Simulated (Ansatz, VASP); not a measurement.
One calculation of KCl, two programs

```
K Cl
1.0
     3.20738    3.20738    0.00000
    -3.20738    3.20738    0.00000
     0.00000    0.00000    6.41476
K Cl
2 2
Cartesian
  0.0000 0.0000 0.0000
  0.0000 3.2074 3.2074
  0.0000 3.2074 0.0000
  0.0000 0.0000 3.2074
```

Change from the starting cell: equal strain along all axes, cell held, atoms relaxed: +2.0 %.

Alike in both runs: task single point; functional r2SCAN; k mesh 6 × 6 × 4; occupations gaussian, width 0.02 eV; no spin polarisation.

|  | VASP | Ansatz |
| --- | --- | --- |
| version | VASP 6.6.1 | Ansatz 0.2.0 |
| potentials or method | VASP PAW PBE potentials, release 64 (K_sv, Cl) | scalar-relativistic, plane waves, PAW |
| plane-wave cutoff (eV) | 520 | 500 |
| valence electrons in the cell | 32 | 32 |

```tsv
	VASP	Ansatz	Ansatz less VASP
gap on the k mesh at the Fermi level (eV)	5.63	5.63	-0.004
least direct gap on the mesh (eV)	5.63	5.63	-0.004
pressure (GPa)	-1.0	-1.0	+0.03
```

Caveats: the PAW data sets were made with another functional, which shifts forces and pressure a little (VASP). A k mesh can miss the band edges.
